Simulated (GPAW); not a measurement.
Runs of GPAW 26.7.0 on CaSe. It takes space group Fm-3m (No. 225, cubic). The conventional cell has a = 5.912 Å, b = 5.912 Å, c = 5.912 Å, α = 90.00°, β = 90.00°, γ = 90.00°. Se (site symmetry m-3m) has 6 Ca at 2.96 Å as nearest neighbours. Ca (site symmetry m-3m) has 6 Se at 2.96 Å as nearest neighbours. 

```tsv
task	level	potentials or basis	band path	band points	gap on the mesh (eV)	pressure (GPa)	V0 of scaled cells (Å³/atom)	B0 (GPa)
band structure	LDA	the program's PAW data sets (release 1.2.1) made for this functional, pw	GXWKGLUWLK,UX	100	1.89	(b)	-	-
band structure	r2SCAN	GPAW PAW data sets (gpaw-data 1.2.1), pw	GXWKGLUWLK,UX	100	2.51	0.8	-	-
equation of state	PBEsol	PAW data sets generated in the run's folder for this functional, pw	-	-	-	-	(a)	(c)
equation of state	LDA	the program's PAW data sets (release 1.2.1) made for this functional, pw	-	-	-	-	24.43	57
single point	TB-mBJ	GPAW PAW data sets for LDA (gpaw-data 1.2.1), pw	-	-	2.85	-	-	-
```

Alike in all rows: no spin polarisation; cell as given; k mesh 8 × 8 × 8; cutoff (eV) 600; smearing fermi-dirac 0.05 eV.

Question: Estimate the missing entries.

Answer: (a) 25.41; (b) -2.9; (c) 52.

Caveats: the PAW data sets were made with another functional, which shifts forces and pressure a little (some runs); a model potential gives levels but no total energy (some runs).

A k mesh can miss the band edges, and the runs leave out spin-orbit coupling on Se.

Runs at the PBE level aren't shown here.
